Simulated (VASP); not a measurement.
# Hf (Im-3m) in VASP: further runs, part 2 of 2

VASP 6.6.1.

## Step 6: Relaxation of cell and atoms, PBEsol, target pressure 0.0001 GPa, at which the enthalpy is minimised

This run uses another cell than the first one, of 21.18 Å³/atom, 1.460 times its volume.

File INCAR:

```
PREC = Accurate
ENCUT = 350
EDIFF = 1E-7
ISMEAR = 0
SIGMA = 0.1
LREAL = False
LASPH = True
NELM = 80
ALGO = Fast
ISIF = 3
LWAVE = False
LCHARG = False
GGA = PS
IBRION = 2
NSW = 80
EDIFFG = -0.002
PSTRESS = 0.001
```

File KPOINTS:

```
Automatic mesh
0
Gamma
  16 16 16
```

File POSCAR:

```
Hf                                      
1.0
   -1.7430991059      1.7430991059      1.7430991059
    1.7430991059     -1.7430991059      1.7430991059
    1.7430991059      1.7430991059     -1.7430991059
  Hf            
     1
Direct
     0.0000000000000000    0.0000000000000000    0.0000000000000000
```

Potentials or basis: VASP PAW PBE potentials, release 64 (Hf_pv).

Command:

```
cat potpaw_PBE.64/Hf_pv/POTCAR > POTCAR
mpirun -np 1 vasp_std > vasp.out
```

OUTCAR:

```text
PREC = Accurate
   ENCUT = 350
   EDIFF = 1E-7
   ISMEAR = 0
   LREAL = False
   LASPH = True
   NELM = 80
   ISIF = 3
   GGA = PS
   IBRION = 2
   NSW = 80
   EDIFFG = -0.002
   PSTRESS = 0.001

 ion  position               nearest neighbor table
   1  0.000  0.000  0.000-

  LATTYP: Found a body centered cubic cell.
 ALAT       =     3.4861982118

  Lattice vectors:

 A1 = (  -1.7430991059,   1.7430991059,   1.7430991059)
 A2 = (   1.7430991059,  -1.7430991059,   1.7430991059)
 A3 = (   1.7430991059,   1.7430991059,  -1.7430991059)

Analysis of symmetry for initial positions (statically):
=====================================================================
 Subroutine PRICEL returns:
 Original cell was already a primitive cell.

 Routine SETGRP: Setting up the symmetry group for a
 body centered cubic supercell.

 Subroutine GETGRP returns: Found 48 space group operations
 (whereof 48 operations were pure point group operations)
 out of a pool of 48 trial point group operations.
[... 167 lines left out ...]

  FORCE on cell =-STRESS in cart. coord.  units (eV):
  Direction    XX          YY          ZZ          XY          YZ          ZX
  --------------------------------------------------------------------------------------
  -------------------------------------------------------------------------------------
  Total        0.0113995      0.0113995      0.0113995      0.0000000      0.0000000     -0.0000000
  in kB        0.8621215      0.8621215      0.8621215      0.0000000      0.0000000     -0.0000000
  external PRESSURE =       0.8611215 kB  Pullay stress =       0.0010000 kB
[... 98 lines left out ...]
--------------------------------------- Ionic step        4  -------------------------------------------

 number of electron      10.0000006 magnetization

 Free energy of the ion-electron system (eV)
  ---------------------------------------------------
  ext. energy  EPLUGINS =         0.00000000
  ---------------------------------------------------
  free energy    TOTEN  =       -10.33813038 eV

  energy without entropy =      -10.33084924  energy(sigma->0) =      -10.33448981

 E-fermi :   4.7813     XC(G=0): -11.6387

 val. band max:        4.7798609786   @ k =   0.3125   0.1875   0.1250
 cond. band min:       4.7822874815   @ k =   0.5000   0.5000   0.1250
 fundamental gap:      0.0024265029
 Fermi energy:         4.7812535981

 k-point     1 :       0.0000    0.0000    0.0000
  band No.  band energies     occupation
      1     -24.7885      2.00000
      2     -24.7885      2.00000
      3     -24.7885      2.00000
      4      -2.4345      2.00000
      5       6.3310      0.00000
      6       6.3310      0.00000
      7       6.3310      0.00000
      8       9.2849      0.00000
      9       9.2849      0.00000
[... 265 lines left out ...]
 k-point    24 :       0.2500    0.1875    0.0000
  band No.  band energies     occupation
      1     -25.5632      2.00000
      2     -25.1078      2.00000
      3     -24.8731      2.00000
      4       1.5791      2.00000
      5       4.2626      2.00000
      6       4.8065      0.72095
      7       8.6698      0.00000
      8      10.0889      0.00000
      9      11.6317      0.00000

 [... further k-points ...]
[... 5 lines left out ...]
  --------------------------------------------------------------------------------------
  -------------------------------------------------------------------------------------
  Total       -0.0019001     -0.0019001     -0.0019001      0.0000000     -0.0000000     -0.0000000
  in kB       -0.1435889     -0.1435889     -0.1435889      0.0000000     -0.0000000     -0.0000000
  external PRESSURE =      -0.1445889 kB  Pullay stress =       0.0010000 kB
[... 20 lines left out ...]
  energy  without entropy=      -10.3308492405  energy(sigma->0) =      -10.33448981

  enthalpy is  TOTEN    =       -10.3381171474 eV   P V=        0.0000132331

 reached required accuracy - stopping structural energy minimisation
```

Wall time 16 s (1 thread of Intel Xeon 6975P-C (Granite Rapids), shared host); peak memory 0.13 GiB.

What came out:

```
Free energy                                            : -10.3381 eV
Relaxed volume                                         : 21.20 Å³/atom
Relaxed cell                                           : a = 3.020 Å, b = 3.020 Å, c = 3.020 Å, α = 109.47°, β = 109.47°, γ = 109.47°
Space group after relaxing (to 0.05 Å)                 : Im-3m (No. 229)
Energy change on relaxing (the enthalpy is what falls) : -0.0 meV/atom
Ionic steps                                            : 4
Pressure after relaxing                                : 0.0 GPa
Band gap on the k mesh                                 : none (metal or under the smearing width)
```

Final structure:
```yaml
crystal:
  lattice:
    - [-1.74356, 1.74356, 1.74356]
    - [1.74356, -1.74356, 1.74356]
    - [1.74356, 1.74356, -1.74356]
  atoms:
    - { symbol: Hf, position: [0.00000, 0.00000, 0.00000] }
```

Caveat: the cell is relaxed towards a set pressure, so the enthalpy falls and the energy may rise; the PAW data sets were made with another functional, which shifts forces and pressure a little.

## Step 7: Overview

```tsv
cell	target pressure	gap on the mesh (eV)	pressure (GPa)
relaxed to 75 GPa	75 GPa	none	75.0
relaxed to 12 GPa	12 GPa	none	12.0
relaxed to 0.0001 GPa	0.0001 GPa	none	0.0
```

Alike in all rows: task relaxation of cell and atoms; level PBEsol; potentials or basis VASP PAW PBE potentials, release 64 (Hf_pv); no spin polarisation; k mesh 16 × 16 × 16; cutoff (eV) 350; smearing gaussian 0.1 eV.

Caveats: the cell is relaxed towards a set pressure, so the enthalpy falls and the energy may rise; the PAW data sets were made with another functional, which shifts forces and pressure a little.

Absolute energies hang on the potentials; compare differences alone.
